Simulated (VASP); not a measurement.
Wanted: an ASE script for a VASP 6.6.1 run.

```yaml
Task: band structure
Functional: PW91
Dispersion: D4
Potentials_or_basis: VASP PAW PBE potentials, release 64 (Sr_sv)
Cutoff: 520 eV
k_mesh: 8 × 8 × 8
Occupations: methfessel-paxton, width 0.1 eV
Spin: no spin polarisation
Further_INCAR_settings: ALGO = Normal; EDIFF = 1.00e-06; NBANDS = 11; ISYM = 0
```

The structure of Sr lies in Sr.xyz:

```xyz
1
Lattice="-2.4350000000 2.4350000000 2.4350000000 2.4350000000 -2.4350000000 2.4350000000 2.4350000000 2.4350000000 -2.4350000000" Properties=species:S:1:pos:R:3 pbc="T T T"
Sr     0.0000000000      0.0000000000      0.0000000000
```

This isn't the form of Sr at room conditions, which is fcc.

These files were run (other wordings do the same):

run.py

```python
from ase.calculators.vasp import Vasp
from ase.dft.bandgap import bandgap
from ase.io import read

atoms = read('Sr.xyz')
calc = Vasp(
    directory='calc',
    pp='PBE',
    setups='recommended',
    prec='Accurate',
    encut=520,
    ediff=1e-06,
    ismear=1,
    sigma=0.1,
    lreal=False,
    lasph=True,
    nelm=60,
    algo='Normal',
    isif=2,
    lwave=False,
    lcharg=True,
    gga='91',
    ivdw=13,
    vdw_s6=1.0,
    vdw_s8=0.77283111,
    vdw_a1=0.39581542,
    vdw_a2=4.93405761,
    kpts=[8, 8, 8],
    gamma=True,
    nbands=11,
)
atoms.calc = calc

print('energy (eV):', atoms.get_potential_energy())
print('free energy (eV):', atoms.get_potential_energy(force_consistent=True))
efermi = calc.get_fermi_level()
print('Fermi level (eV):', efermi)
path = atoms.cell.bandpath(npoints=40, eps=1e-4)
print('path:', path.path)
calc.set(kpts=path.kpts, reciprocal=True, icharg=11, isym=0, lcharg=False)
calc.calculate(atoms)
print('gap on the path (eV):', bandgap(calc, efermi=efermi)[0])
print('direct gap on the path (eV):', bandgap(calc, efermi=efermi, direct=True)[0])
```

Potentials or basis: VASP PAW PBE potentials, release 64 (Sr_sv).

Command:

```console
$ python run.py
```

It gave:

```json
{
  "Band gap along the path": "none (metal or under the smearing width)",
  "Dispersion energy per atom": "-0.106 eV"
}
```

Caveat: the log is that of the step along the path at fixed density, whose energy, stress, charges and moments have no meaning.

Run time: 28 s on 1 thread of Intel(R) Xeon(R) Platinum 8375C CPU @ 2.90GHz (Ice Lake) (shared host), peak memory 0.17 GiB.
